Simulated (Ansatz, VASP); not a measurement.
# SiO2 in VASP and in Ansatz

File INCAR:

```
ALGO = Normal ; EDIFF = 1E-6
ENCUT = 520 ; GGA = PE
ISIF = 2 ; ISMEAR = 0
LASPH = True ; LCHARG = True
LELF = True ; LREAL = False
LVHAR = True ; LWAVE = False
NBANDS = 44 ; NELM = 60
PREC = Accurate ; SIGMA = 0.1
```

File KPOINTS:

```
k-points
0
Gamma
  4 4 4
```

POSCAR

```
SiO2
1.0
    5.6819287882      0.0000000000      0.0000000000
    0.0000000000      5.6819287882      0.0000000000
   -2.8409643941     -2.8409643941      5.6555189429
Si O
4 8
Direct
    0.9868056816      0.3750000000      0.2500000000
    0.1250000000      0.7368056816      0.7500000000
    0.6250000000      0.0131943184      0.7500000000
    0.2631943184      0.8750000000      0.2500000000
    0.9683527062      0.4683527062      0.5000000000
    0.7183527062      0.2816472938      0.0000000000
    0.1164784024      0.1164784024      0.2329568048
    0.1335215976      0.6335215976      0.2670431952
    0.8835215976      0.8835215976      0.7670431952
    0.3664784024      0.8664784024      0.7329568048
    0.2816472938      0.7183527062      1.0000000000
    0.5316472938      0.0316472938      0.5000000000
```

Input for Ansatz:

```yaml
crystal:
  lattice:
    - [5.6819287882, 0.0, 0.0]
    - [0.0, 5.6819287882, 0.0]
    - [-2.8409643941, -2.8409643941, 5.6555189429]
  atoms:
    - { symbol: Si, position: [0.9868056816, 0.375, 0.25] }
    - { symbol: Si, position: [0.125, 0.7368056816, 0.75] }
    - { symbol: Si, position: [0.625, 0.0131943184, 0.75] }
    - { symbol: Si, position: [0.2631943184, 0.875, 0.25] }
    - { symbol: O, position: [0.9683527062, 0.4683527062, 0.5] }
    - { symbol: O, position: [0.7183527062, 0.2816472938, 0.0] }
    - { symbol: O, position: [0.1164784024, 0.1164784024, 0.2329568048] }
    - { symbol: O, position: [0.1335215976, 0.6335215976, 0.2670431952] }
    - { symbol: O, position: [0.8835215976, 0.8835215976, 0.7670431952] }
    - { symbol: O, position: [0.3664784024, 0.8664784024, 0.7329568048] }
    - { symbol: O, position: [0.2816472938, 0.7183527062, 1.0] }
    - { symbol: O, position: [0.5316472938, 0.0316472938, 0.5] }
basis:
  ecutwfc: 420
kpoints:
  mp_grid: { grid: [4, 4, 4] }
hamiltonian:
  xc: pbe
scf:
  occupations: { method: gaussian, width: 0.1 }
  lower_state_search: "off"
output:
  forces: true
  stress: true
  eigenvalues: true
```

Alike in both runs: task single point; functional PBE; k mesh 4 × 4 × 4; occupations gaussian, width 0.1 eV; no spin polarisation.

|  | VASP | Ansatz |
| --- | --- | --- |
| version | VASP 6.6.1 | Ansatz 0.2.0 |
| potentials or method | VASP PAW PBE potentials, release 64 (Si, O) | scalar-relativistic, plane waves, PAW |
| plane-wave cutoff (eV) | 520 | 420 |
| valence electrons in the cell | 64 | 64 |

VASP gave:

| Quantity | Value |
| --- | --- |
| gap on the k mesh at the Fermi level (eV) | 4.84 |
| least direct gap on the mesh (eV) | 4.84 |
| pressure (GPa) | 0.1 |
| largest component of the traceless stress (GPa) | 0.18 |
| rms of the force components (eV/Å) | 0.006 |

Question: Which values does Ansatz return?

Answer: gap on the k mesh at the Fermi level (eV): 4.84; least direct gap on the mesh (eV): 4.84; pressure (GPa): 0.0; largest component of the traceless stress (GPa): 0.01; rms of the force components (eV/Å): 0.003.

Atom by atom the forces differ by 0.003 eV/Å (rms over components). With one functional, cell and mesh, what is left measures potentials, basis and numerics.
